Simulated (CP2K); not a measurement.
Crystal: Ge.

```xyz
1
Lattice="2.7105 0.0000 0.0000 0.0000 2.7105 0.0000 0.0000 0.0000 2.7105" Properties=species:S:1:pos:R:3 pbc="T T T"
Ge    0.0000    0.0000    0.0000
```

The cell was built by a generator and needn't be a form met in nature.

Base run:

```yaml
Program: CP2K 2026.2
Functional: rev-vdW-DF2
Potentials_or_basis: POTENTIAL_UZH Ge GTH-PBE-q4; TZVP-MOLOPT-PBE-GTH basis
Density_cutoff: 9184 eV
k_mesh: 10 × 10 × 10
Occupations: fermi-dirac, width 0.05 eV
Spin: no spin polarisation
```

Its results: band gap on the k mesh none (metal or under the smearing width); pressure 1.7 GPa.

Problem. The run is repeated on the same cell with these changes: functional from rev-vdW-DF2 to M06-L. What comes out?

Solution. Band gap on the k mesh none (metal or under the smearing width); pressure -5.5 GPa.

Caveats: the potentials were made for another functional, which shifts forces and pressure; the basis of atomic orbitals isn't converged, which shifts pressures, moduli and gaps.
